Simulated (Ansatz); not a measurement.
# GaAs (F-43m) in Ansatz: further runs

The runs below take GaAs through single point, with PBE.

All numbers are computed with Ansatz 0.2.0; they aren't measurements. Logs are shortened: lines on timing, memory, paths and dates and some standing lists are left out, and cuts for length are marked.

**Measured values to compare with.**

From “Evidence of valence band perturbations in GaAsN/GaAs(001): A combined variable-angle spectroscopic ellipsometry and modulated photoreflectance investigation”, 2008, arxiv:0805.2212, for a bulk crystal of GaAs at 300 K: band gap 1.418 ± 0.005 eV (direct).

The runs below are set against these values where they give the same quantity.

## 1. Starting point

Symmetry: F-43m, No. 216, cubic system. The conventional cell has a = 5.654 Å, b = 5.654 Å, c = 5.654 Å, α = 90.00°, β = 90.00°, γ = 90.00°. As (site symmetry -43m) is surrounded by 4 Ga at 2.45 Å. Around Ga (site symmetry -43m) lie 4 As at 2.45 Å.

## 2. Single point, PBE

The input, input.yaml:

```yaml
crystal:
  lattice:
    - [0.0, 2.82685, 2.82685]
    - [2.82685, 0.0, 2.82685]
    - [2.82685, 2.82685, 0.0]
  atoms:
    - { symbol: As, position: [0.75, 0.75, 0.75] }
    - { symbol: Ga, position: [0.0, 0.0, 0.0] }
kpoints:
  mp_grid: { grid: [8, 8, 8] }
scf:
  occupations: { method: gaussian, width: 0.012 }
hamiltonian:
  xc: pbe
  pseudopotentials: { kind: all_electron, lapw: { basis_error: 0.001 } }
output:
  forces: true
  stress: true
  eigenvalues: true
```

Potentials or basis: all-electron LAPW, scalar-relativistic.

Started as:

```
$ ansatz run input.yaml --threads 1 --pin off --max-ram 3072MiB --backend cpu --events-out ev --progress --plain --runs-dir out
```

The log of the run:

```text
Warning: RAYON_NUM_THREADS=1 ignored (pool sized by the plan → 1); use --threads N
LAPW: plane waves up to 9.105 Å⁻¹, error target 1.0e-3 eV per atom; small_component_spin mean_spin; Ga in spheres of 1.234 Å, 21 of its electrons in bands, Dirac shells []; As in spheres of 1.214 Å, 23 of its electrons in bands, Dirac shells [] (how accurate: hamiltonian.pseudopotentials.lapw.basis_error, Limitations)
Engine: ansatz 0.2.0, aarch64-unknown-linux-gnu
Pseudopotentials: kind: all_electron
Pseudopotential: As, LAPW, valence charge 23, lapw/all_electron/scalar/gaussian/As, Koelling and Harmon's equation, gaussian nucleus
Pseudopotential: Ga, LAPW, valence charge 21, lapw/all_electron/scalar/gaussian/Ga, Koelling and Harmon's equation, gaussian nucleus
Functional definition: PBE
  parameter kappa = 0.804
  parameter beta = 0.06672455060314922
  exchange = pbe_x(kappa = kappa, mu = beta*pi^2/3)
  correlation = pbe_c(beta = beta)
Crystal: 2 atoms, lattice volume = 45.179 Å³
Basis set: ecut = 315.88135834842035 eV, 561 PW (Γ), exchange–correlation at level 2
Bands: 27, of which v1, the nominal top of the filled ones, is band 22 counted from 1 (21 counted from 0)
Symmetry: 24 space group operations
Space group: F-43m (ITA 216), of the structure as read, at distance tolerance 3.6e-5 Å
k-points: 29 of 512 (time reversal used)
Non-local potential: As, projectors of the file, none
Non-local potential: Ga, projectors of the file, none
Initial density: superposition of atomic densities (chi_scale 0.1, normalization cell, long waves kept (reshape's long-wave potential 0.00 eV rms))
Initial wavefunctions: plane waves of lowest kinetic energy (no species holds an atomic orbital)
Functional: x = pbe(κ = 0.804, μ = 0.2195149727645171), c = pbe(β = 0.06672455060314922)
iter 1 solved again at ethr=1.31e-3 eV; its pass at ethr=1.00e-1 eV (dr2=5.78e-1 eV) is discarded
SCF iter   1: F=—  HF=-114424.608832 eV  |F-HF|=—  |Δ(HF+E_count)|=         —  Δρ=3.06e-2  dr2=5.79e-1  ethr=1.31e-3  ⟨swp⟩=2.0  Hψ=4834  notcnv=0
preconditioner: auto → none  [insulator: Δε(μ)=0.701 eV  Ē_g=15.932 eV  σ=0.012 eV  W_gap=1.00  n_scr=14 (ndim 8)  ℏωp=23.4 eV  f_vac=0.115  D(μ)=0.00/eV (n_scr^D=0)  ε∞_Penn≈3.2]
SCF iter   2: F=—  HF=-114424.467414 eV  |F-HF|=—  |Δ(HF+E_count)|=   1.41e-1  Δρ=1.22e-2  dr2=6.40e-2  ethr=1.31e-3  ⟨swp⟩=2.4  Hψ=2336  notcnv=0
SCF iter   3: F=—  HF=-114424.454464 eV  |F-HF|=—  |Δ(HF+E_count)|=   1.30e-2  Δρ=5.46e-3  dr2=1.27e-2  ethr=1.45e-4  ⟨swp⟩=2.0  Hψ=2320  notcnv=0
iter 4 solved again at ethr=1.04e-6 eV; its pass at ethr=2.89e-5 eV (dr2=4.59e-4 eV) is discarded
SCF iter   4: F=—  HF=-114424.450830 eV  |F-HF|=—  |Δ(HF+E_count)|=         —  Δρ=1.07e-3  dr2=4.58e-4  ethr=1.04e-6  ⟨swp⟩=2.0  Hψ=3920  notcnv=0
the basis was enlarged: its passes take 130.7 KiB over the memory plan, 1 of 1 planned eigensolver slots
SCF iter   5: F=—  HF=-114424.450759 eV  |F-HF|=—  |Δ(HF+E_count)|=   7.13e-5  Δρ=2.15e-4  dr2=1.24e-5  ethr=1.04e-6  ⟨swp⟩=2.7  Hψ=2294  notcnv=0
SCF iter   6: F=—  HF=-114424.450777 eV  |F-HF|=—  |Δ(HF+E_count)|=   1.81e-5  Δρ=8.34e-5  dr2=2.35e-6  ethr=2.81e-8  ⟨swp⟩=3.0  Hψ=2277  notcnv=0
SCF iter   7: F=-114424.450782 eV  HF=-114424.450782 eV  |F-HF|=1.80e-7  |Δ(HF+E_count)|=   5.39e-6  Δρ=1.40e-5  dr2=7.41e-8  ethr=5.33e-9  ⟨swp⟩=3.0  Hψ=2291  notcnv=0
SCF 1 converged in 7 iterations: F = -114424.450782 eV  dr2 = 7.41e-8
SCF converged after 7 iterations
Free energy (F): -114424.450782 eV
Harris-Foulkes:  -114424.450782 eV  (|F-HF|=1.80e-7)
Internal energy: -114424.450782 eV  (E = F + TS)
E sigma→0 (E₀):  -114424.450782 eV
Fermi energy:    9.613965 eV
--- Per-component energies (eV) ---
  E_band       = -2120.887001
  E_kinetic    = 116839.767178
  E_xc         = -4342.503902
  E_electrostatic = -226921.714058  (all electrons and nuclei)
  E_smearing   = -0.000000  (= −TS)
  E_closure    = 0.000000  (closes the sum)
  E_atoms      = -114416.203472  (free atoms, spherical and without spin; not in F)
  Σ components = -114424.450782   (vs F -114424.450782, Δ=0.00e0)
  Basis errors (estimates in eV, not in F): energy 4.3e-4 per atom: plane waves 4.0e-4 (2.3e-4 summed), levels above the bands 0.0e0, relativity 3.2e-8, radial functions 3.4e-5, core shells 6.7e-11; eigenvalues (radial functions only) 8.7e-7; not estimated: angular momenta, meshes, grids; target (lapw.basis_error) 1.0e-3; muffin-tin radii Ga 1.234 Å, As 1.214 Å
--- Forces (eV/Å), atoms counted from 1 ---
  atom   1  As    -0.00000000     0.00000000     0.00000000
  atom   2  Ga     0.00000000    -0.00000000    -0.00000000
  max |Σ_I F_I| component: 1.39e-17 eV/Å
--- Stress (GPa, compression-positive) ---
        3.272479      -0.000000      -0.000000
       -0.000000       3.272479       0.000000
       -0.000000       0.000000       3.272479
  P = ⅓ Tr σ = 3.2725 GPa (32.725 kbar)
--- Band table (eV; the first three rows and the last of 29) ---
  k-point 0: bands = ["-175.3707", "-134.2563", "-118.7428", "-118.7428", "-118.7428", "-84.9878", "-84.9878", "-84.9878", "-25.7912", "-25.7912", "-25.7912", "-25.7817", "-25.7817", "-5.4244", "-5.4244", "-5.4244", "-5.3461", "-5.3461", "-3.3727", "9.3535", "9.3535", "9.3535", "9.8741", "13.0941", "13.0941", "13.0941", "16.9517"]
  k-point 1: bands = ["-175.3707", "-134.2563", "-118.7428", "-118.7428", "-118.7428", "-84.9878", "-84.9878", "-84.9878", "-25.7912", "-25.7911", "-25.7911", "-25.7817", "-25.7817", "-5.4383", "-5.4209", "-5.4209", "-5.3463", "-5.3463", "-3.1900", "7.3933", "9.1180", "9.1180", "10.9489", "13.4416", "13.4416", "13.5537", "17.8885"]
  k-point 2: bands = ["-175.3707", "-134.2563", "-118.7428", "-118.7428", "-118.7428", "-84.9878", "-84.9878", "-84.9878", "-25.7911", "-25.7908", "-25.7908", "-25.7816", "-25.7816", "-5.4684", "-5.4131", "-5.4131", "-5.3458", "-5.3458", "-2.6801", "5.2199", "8.6767", "8.6767", "10.8095", "13.9596", "13.9596", "15.3121", "18.3276"]
  k-point 28: bands = ["-175.3707", "-134.2563", "-118.7428", "-118.7428", "-118.7428", "-84.9878", "-84.9878", "-84.9878", "-25.7910", "-25.7906", "-25.7894", "-25.7818", "-25.7811", "-5.5248", "-5.3928", "-5.3802", "-5.3566", "-5.3424", "-0.8149", "2.7310", "5.8236", "6.0165", "13.9795", "14.0777", "14.7720", "15.4036", "20.4307"]
```

Wall time 16 s (1 thread of Arm Neoverse V1, shared host); peak memory 0.29 GiB.

Results:

```yaml
Free_energy: -114424.4508 eV
Pressure: 3.3 GPa
Band_gap_on_the_k_mesh: 0.52 eV, direct
```

## 3. Single point, PBE

Changes to input.yaml since step 2:

```diff
@@ -11,3 +11,3 @@
 scf:
-  occupations: { method: gaussian, width: 0.012 }
+  occupations: { method: gaussian, width: 0.016 }
 hamiltonian:
```

Potentials or basis: all-electron LAPW, scalar-relativistic.

Started as:

```
$ ansatz run input.yaml --threads 1 --pin off --max-ram 3072MiB --backend cpu --events-out ev --progress --plain --runs-dir out
```

The log of the run:

```text
Warning: RAYON_NUM_THREADS=1 ignored (pool sized by the plan → 1); use --threads N
LAPW: plane waves up to 9.105 Å⁻¹, error target 1.0e-3 eV per atom; small_component_spin mean_spin; Ga in spheres of 1.234 Å, 21 of its electrons in bands, Dirac shells []; As in spheres of 1.214 Å, 23 of its electrons in bands, Dirac shells [] (how accurate: hamiltonian.pseudopotentials.lapw.basis_error, Limitations)
[... 9 set-up lines as earlier in the session ...]
Crystal: 2 atoms, lattice volume = 45.179 Å³
Basis set: ecut = 315.88135834842035 eV, 561 PW (Γ), exchange–correlation at level 2
Bands: 27, of which v1, the nominal top of the filled ones, is band 22 counted from 1 (21 counted from 0)
[... 2 set-up lines as earlier in the session ...]
k-points: 29 of 512 (time reversal used)
[... 5 set-up lines as earlier in the session ...]
iter 1 solved again at ethr=1.31e-3 eV; its pass at ethr=1.00e-1 eV (dr2=5.78e-1 eV) is discarded
SCF iter   1: F=—  HF=-114424.608832 eV  |F-HF|=—  |Δ(HF+E_count)|=         —  Δρ=3.06e-2  dr2=5.79e-1  ethr=1.31e-3  ⟨swp⟩=2.0  Hψ=4834  notcnv=0
preconditioner: auto → none  [insulator: Δε(μ)=0.701 eV  Ē_g=15.932 eV  σ=0.016 eV  W_gap=1.00  n_scr=14 (ndim 8)  ℏωp=23.4 eV  f_vac=0.115  D(μ)=0.00/eV (n_scr^D=0)  ε∞_Penn≈3.2]
SCF iter   2: F=—  HF=-114424.467414 eV  |F-HF|=—  |Δ(HF+E_count)|=   1.41e-1  Δρ=1.22e-2  dr2=6.40e-2  ethr=1.31e-3  ⟨swp⟩=2.4  Hψ=2336  notcnv=0
SCF iter   3: F=—  HF=-114424.454464 eV  |F-HF|=—  |Δ(HF+E_count)|=   1.30e-2  Δρ=5.46e-3  dr2=1.27e-2  ethr=1.45e-4  ⟨swp⟩=2.0  Hψ=2320  notcnv=0
iter 4 solved again at ethr=1.04e-6 eV; its pass at ethr=2.89e-5 eV (dr2=4.59e-4 eV) is discarded
SCF iter   4: F=—  HF=-114424.450830 eV  |F-HF|=—  |Δ(HF+E_count)|=         —  Δρ=1.07e-3  dr2=4.58e-4  ethr=1.04e-6  ⟨swp⟩=2.0  Hψ=3915  notcnv=0
the basis was enlarged: its passes take 130.7 KiB over the memory plan, 1 of 1 planned eigensolver slots
SCF iter   5: F=—  HF=-114424.450759 eV  |F-HF|=—  |Δ(HF+E_count)|=   7.13e-5  Δρ=2.15e-4  dr2=1.24e-5  ethr=1.04e-6  ⟨swp⟩=2.7  Hψ=2233  notcnv=0
SCF iter   6: F=—  HF=-114424.450777 eV  |F-HF|=—  |Δ(HF+E_count)|=   1.81e-5  Δρ=8.34e-5  dr2=2.35e-6  ethr=2.81e-8  ⟨swp⟩=3.0  Hψ=2277  notcnv=0
SCF iter   7: F=-114424.450782 eV  HF=-114424.450782 eV  |F-HF|=1.80e-7  |Δ(HF+E_count)|=   5.39e-6  Δρ=1.40e-5  dr2=7.42e-8  ethr=5.33e-9  ⟨swp⟩=3.0  Hψ=2297  notcnv=0
SCF 1 converged in 7 iterations: F = -114424.450782 eV  dr2 = 7.42e-8
SCF converged after 7 iterations
Free energy (F): -114424.450782 eV
Harris-Foulkes:  -114424.450782 eV  (|F-HF|=1.80e-7)
Internal energy: -114424.450782 eV  (E = F + TS)
E sigma→0 (E₀):  -114424.450782 eV
Fermi energy:    9.614083 eV
--- Per-component energies (eV) ---
  E_band       = -2120.887005
  E_kinetic    = 116839.767195
  E_xc         = -4342.503903
  E_electrostatic = -226921.714074  (all electrons and nuclei)
  E_smearing   = -0.000000  (= −TS)
  E_closure    = 0.000000  (closes the sum)
  E_atoms      = -114416.203472  (free atoms, spherical and without spin; not in F)
  Σ components = -114424.450782   (vs F -114424.450782, Δ=0.00e0)
  Basis errors (estimates in eV, not in F): energy 4.3e-4 per atom: plane waves 4.0e-4 (2.3e-4 summed), levels above the bands 0.0e0, relativity 3.2e-8, radial functions 3.4e-5, core shells 6.7e-11; eigenvalues (radial functions only) 8.7e-7; not estimated: angular momenta, meshes, grids; target (lapw.basis_error) 1.0e-3; muffin-tin radii Ga 1.234 Å, As 1.214 Å
--- Forces (eV/Å), atoms counted from 1 ---
  atom   1  As    -0.00000000     0.00000000    -0.00000000
  atom   2  Ga     0.00000000    -0.00000000    -0.00000000
  max |Σ_I F_I| component: 1.97e-17 eV/Å
--- Stress (GPa, compression-positive) ---
        3.272480      -0.000000      -0.000000
       -0.000000       3.272480       0.000000
       -0.000000       0.000000       3.272480
  P = ⅓ Tr σ = 3.2725 GPa (32.725 kbar)
--- Band table (eV; the first three rows and the last of 29) ---
  k-point 0: bands = ["-175.3707", "-134.2563", "-118.7428", "-118.7428", "-118.7428", "-84.9878", "-84.9878", "-84.9878", "-25.7912", "-25.7912", "-25.7912", "-25.7817", "-25.7817", "-5.4244", "-5.4244", "-5.4244", "-5.3461", "-5.3461", "-3.3727", "9.3535", "9.3535", "9.3535", "9.8741", "13.0941", "13.0941", "13.0941", "16.9517"]
  k-point 1: bands = ["-175.3707", "-134.2563", "-118.7428", "-118.7428", "-118.7428", "-84.9878", "-84.9878", "-84.9878", "-25.7912", "-25.7911", "-25.7911", "-25.7817", "-25.7817", "-5.4383", "-5.4209", "-5.4209", "-5.3463", "-5.3463", "-3.1900", "7.3933", "9.1180", "9.1180", "10.9489", "13.4416", "13.4416", "13.5537", "17.8885"]
  k-point 2: bands = ["-175.3707", "-134.2563", "-118.7428", "-118.7428", "-118.7428", "-84.9878", "-84.9878", "-84.9878", "-25.7911", "-25.7908", "-25.7908", "-25.7816", "-25.7816", "-5.4684", "-5.4131", "-5.4131", "-5.3458", "-5.3458", "-2.6801", "5.2199", "8.6767", "8.6767", "10.8095", "13.9596", "13.9596", "15.3121", "18.3276"]
  k-point 28: bands = ["-175.3707", "-134.2563", "-118.7428", "-118.7428", "-118.7428", "-84.9878", "-84.9878", "-84.9878", "-25.7910", "-25.7906", "-25.7894", "-25.7818", "-25.7811", "-5.5248", "-5.3928", "-5.3802", "-5.3566", "-5.3424", "-0.8149", "2.7310", "5.8236", "6.0165", "13.9795", "14.0777", "14.7720", "15.4036", "20.4307"]
```

It took 16 s on 1 thread of Arm Neoverse V1, shared host; peak memory 0.29 GiB.

What came out:

```yaml
Free_energy: -114424.4508 eV
Pressure: 3.3 GPa
Band_gap_on_the_k_mesh: 0.52 eV, direct
```

## 4. Comparison with measurements

Step 2. Measured gap of GaAs: 1.418 eV (direct; 300 K; “Evidence of valence band perturbations in GaAsN/GaAs(001): A combined variable-angle spectroscopic ellipsometry and modulated photoreflectance investigation”, 2008, arxiv:0805.2212). This calculation gives 0.52 eV (-0.90 eV). 3 values of this kind are on record (1.412 to 1.51 eV); this one was drawn at random among those near their median, those with a stated uncertainty first. Spin-orbit coupling on As, Ga is left out. The value is that of PBE on a finite k mesh, which can miss the band edges, without temperature or zero-point motion. Semilocal functionals fall short of measured gaps as a rule.

Step 3. A measured gap of GaAs is 1.418 eV (direct; 300 K; “Evidence of valence band perturbations in GaAsN/GaAs(001): A combined variable-angle spectroscopic ellipsometry and modulated photoreflectance investigation”, 2008, arxiv:0805.2212); the calculated 0.52 eV misses it by -0.90 eV. 3 values of this kind are on record (1.412 to 1.51 eV); this one was drawn at random among those near their median, those with a stated uncertainty first. Spin-orbit coupling on As, Ga is left out. The value is that of PBE on a finite k mesh, which can miss the band edges, without temperature or zero-point motion. Semilocal functionals fall short of measured gaps as a rule.
